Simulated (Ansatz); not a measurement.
Crystal: CuO (Tenorite).

```xyz
4
Lattice="2.3418 -1.7113 0.0000 2.3418 1.7113 0.0000 -0.8500 0.0000 5.0579" Properties=species:S:1:pos:R:3 pbc="T T T"
Cu    0.7459   -0.8557    2.5289
Cu    1.1709    0.8557    0.0000
O     1.7043    0.2793    3.7934
O     2.1293   -0.2793    1.2645
```

```yaml
Program: Ansatz 0.2.0
Task: relaxation of cell and atoms
Functional: r2SCAN
Potentials_or_basis: Ansatz PAW
Cutoff: "500 eV (not typed: the program's choice for these potentials)"
k_mesh: 10 × 10 × 5
Occupations: fermi-dirac, width 0.05 eV
Spin: no spin polarisation
```

At the start: volume 10.13 Å³/atom.

Where does the relaxation end?

It ends after 13 steps and the volume is 10.73 Å³/atom (+5.9 %); space group P4_2/mmc (No. 131, to 0.05 Å).

The path:
```
step  energy change (eV)  largest force (eV/Å)  volume (Å³)
   1              0.0000                0.2855        40.54
   2             -0.0152                0.2394        40.77
   3             -0.0588                0.0518        41.29
   4             -0.0740                0.0003        42.96
   5             -0.0947                0.0611        42.99
   6             -0.0997                0.0009        42.75
   7             -0.1001                0.0009        42.77
   8             -0.1002                0.0007        42.77
   9             -0.1093                0.0003        42.77
  10             -0.1115                0.0253        42.98
  11             -0.1122                0.0002        42.92
  12             -0.1122                0.0011        42.93
  13             -0.1125                0.0011        42.93
```

Final structure:
```
CELL_PARAMETERS angstrom
2.04345 -2.04380 0.15903
2.04345 2.04380 0.15903
-0.39825 0.00000 5.10826
ATOMIC_POSITIONS crystal
Cu 0.50000 0.00000 0.50000
Cu 0.00000 0.50000 0.00000
O 0.50001 0.49999 0.75000
O 0.49999 0.50001 0.25000
```

Caveat: the plane-wave basis is chosen anew once the cell has moved, so the energies of steps on either side of that aren't comparable; the run has no spin polarisation, though such a crystal can be magnetic; the PAW data sets come from PBE, with cores solved anew for the run's functional, which leaves a small shift of forces and pressure.
